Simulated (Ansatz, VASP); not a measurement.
Cu: VASP beside Ansatz

Contents of POSCAR:

```
Cu
1.0
    0.0000000000      1.7816373414      1.7816373414
    1.7816373414      0.0000000000      1.7816373414
    1.7816373414      1.7816373414      0.0000000000
Cu
1
Direct
    0.0000000000      0.0000000000      0.0000000000
```

INCAR.step1

```
ALGO = Normal
EDIFF = 1E-4
ENCUT = 520
GGA = PE
ISMEAR = 0
LASPH = True
LCHARG = False
LREAL = False
LWAVE = True
NBANDS = 12
NELM = 100
PREC = Accurate
SIGMA = 0.1
```

Contents of INCAR.step2:

```
ALGO = Normal
EDIFF = 1E-7
ENCUT = 520
ISIF = 2
ISMEAR = 0
ISTART = 1
LASPH = True
LCHARG = False
LMIXTAU = True
LREAL = False
LWAVE = False
METAGGA = R2SCAN
NBANDS = 12
NELM = 100
PREC = Accurate
SIGMA = 0.1
```

The input KPOINTS:

```
k-points
0
Gamma
  20 20 20
```

Input for Ansatz:

```yaml
crystal:
  lattice:
    - [0.0, 1.7816373414, 1.7816373414]
    - [1.7816373414, 0.0, 1.7816373414]
    - [1.7816373414, 1.7816373414, 0.0]
  atoms:
    - { symbol: Cu, position: [0.0, 0.0, 0.0] }
basis:
  ecutwfc: 500
kpoints:
  mp_grid: { grid: [20, 20, 20] }
hamiltonian:
  xc: r2scan
  pseudopotentials: { kind: paw, azcp: { folder: soft_1 } }
scf:
  occupations: { method: gaussian, width: 0.1 }
output:
  forces: true
  stress: true
  eigenvalues: true
```

Alike in both runs: task single point; functional r2SCAN; k mesh 20 × 20 × 20; occupations gaussian, width 0.1 eV; no spin polarisation.

|  | VASP | Ansatz |
| --- | --- | --- |
| version | VASP 6.6.1 | Ansatz 0.2.0 |
| potentials or method | VASP PAW PBE potentials, release 64 (Cu) | scalar-relativistic, plane waves, PAW |
| plane-wave cutoff (eV) | 520 | 500 |
| valence electrons in the cell | 11 | 19 |

Ansatz gave:

| Item | Value |
| --- | --- |
| gap on the k mesh at the Fermi level (eV) | none |
| pressure (GPa) | 2.2 |

Estimate VASP's values.

gap on the k mesh at the Fermi level (eV): none; pressure (GPa): 2.5.

A gap of «none» marks a metal or a gap that the smearing closes. The two sets of potentials don't hold the same shells in valence.

Caveats: the PAW data sets were made with another functional, which shifts forces and pressure a little (VASP).
